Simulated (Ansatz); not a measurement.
# Property card for BeO

BeO:
```
CELL_PARAMETERS angstrom
      2.66035     0.00000     0.00000
     -1.33017     2.30393     0.00000
      0.00000     0.00000    13.01236
ATOMIC_POSITIONS crystal
  Be 0.00000 0.00000 0.99968
  Be 0.00000 0.00000 0.49968
  Be 0.66667 0.33333 0.83344
  Be 0.33333 0.66667 0.33344
  Be 0.66667 0.33333 0.16663
  Be 0.33333 0.66667 0.66663
  O  0.00000 0.00000 0.87459
  O  0.00000 0.00000 0.37459
  O  0.66667 0.33333 0.70807
  O  0.33333 0.66667 0.20807
  O  0.66667 0.33333 0.04129
  O  0.33333 0.66667 0.54129
```

Space group P6_3mc (No. 186); conventional cell a = b = 2.660 Å, c = 13.012 Å, α = β = 90.00°, γ = 120.00°.

Method: the program Ansatz at the LDA level (PAW). Geometry: relaxed at this level of theory. Other levels are named where they apply.

### Cell and energy

| Property | Result |
|---|---|
| Volume per atom | 6.65 Å³ |
| Density | 3.12 g/cm³ |
| Formation energy from the elements (no fitted shifts) | -2.94 eV/atom |

### Electronic structure

| Item | Result |
|---|---|
| Band gap | 7.36 eV (indirect) |
| Valence-band maximum | at Γ |
| Conduction-band minimum | at M (3 equivalent valleys) |
| Smallest direct gap on the standard path | 7.91 eV |
| Electron effective mass | 0.45, 0.69, 0.96 mₑ (principal values) |

### Mechanics

| Property | Value |
|---|---|
| Bulk modulus (Birch–Murnaghan fit) | 232 GPa |
| Pressure derivative B′ | 3.7 |
| Elastic constants (relaxed ions, GPa) | C11 = 466, C12 = 143, C13 = 85.9, C33 = 524, C44 = 143 |
| Mechanical stability | stable (all eigenvalues of C positive) |
| Hill bulk and shear moduli | 232 and 163 GPa |
| Young's modulus | 397 GPa |
| Poisson's ratio | 0.21 |
| Debye temperature from the elastic constants | 1270 K |
| Piezoelectric stress constants (proper, relaxed ions, C/m²) | e15 = e24 = 0.07, e31 = e32 = 0.12, e33 = -0.22 |

### Dielectric response

| Item | Value |
|---|---|
| Electronic dielectric constant ε∞ (DFPT) | 3.10 (xx = yy), 3.12 (zz) |
| Static dielectric constant ε0 (ions relaxed, cell fixed) | 6.70 (xx = yy), 6.93 (zz) |
| Born charges (a third of the trace) | Be +1.77 to +1.80, O -1.79 to -1.78 e |

### Phonons

| Quantity | Value |
|---|---|
| Highest zone-centre frequency (without LO–TO term) | 1073 cm^-1 |
| Zone-centre stability | no imaginary mode at Γ |
| Dynamical stability on the path | stable (no imaginary branch) |
| Zero-point energy | 118.6 meV/atom |
| Vibrational entropy at 300 K | 6.8 J/(K·mol of atoms) |

The cell is a constructed one: a structure type filled with these elements. Its sites differ from those of the usual phase in this space group: another stacking or structure type. Symmetry was held in the LDA relaxation. Signs of piezoelectric constants follow the polarity of the cell as given. The references are the lowest solids computed at this level, not always the standard phases (solids in place of the gases).

Potentials: the later of the program's two PAW sets.
